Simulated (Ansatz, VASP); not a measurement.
**HfB2 in VASP and in Ansatz**

```
CELL_PARAMETERS angstrom
3.14000 0.00000 0.00000
-1.57000 2.71932 0.00000
0.00000 0.00000 3.48000
ATOMIC_POSITIONS crystal
Hf 0.00000 0.00000 0.00000
B 0.33333 0.66667 0.50000
B 0.66667 0.33333 0.50000
```

Alike in both runs: task single point; functional PBE; k mesh 11 × 11 × 9; occupations methfessel-paxton of order 1, width 0.1 eV; no spin polarisation.

```csv
,VASP,Ansatz
version,VASP 6.6.1,Ansatz 0.2.0
potentials or method,"VASP PAW PBE potentials, release 64 (Hf_pv, B)","plane waves, PAW"
plane-wave cutoff (eV),520,600
valence electrons in the cell,16,32
```

```tsv
	VASP	Ansatz	Ansatz less VASP
pressure (GPa)	1.0	1.3	+0.37
largest component of the traceless stress (GPa)	0.20	0.04	-0.161
```

The two sets of potentials don't hold the same shells in valence. Ansatz warned: «stress_scf_threshold_loose».

Spin-orbit coupling is left out, which matters for the levels of Hf.
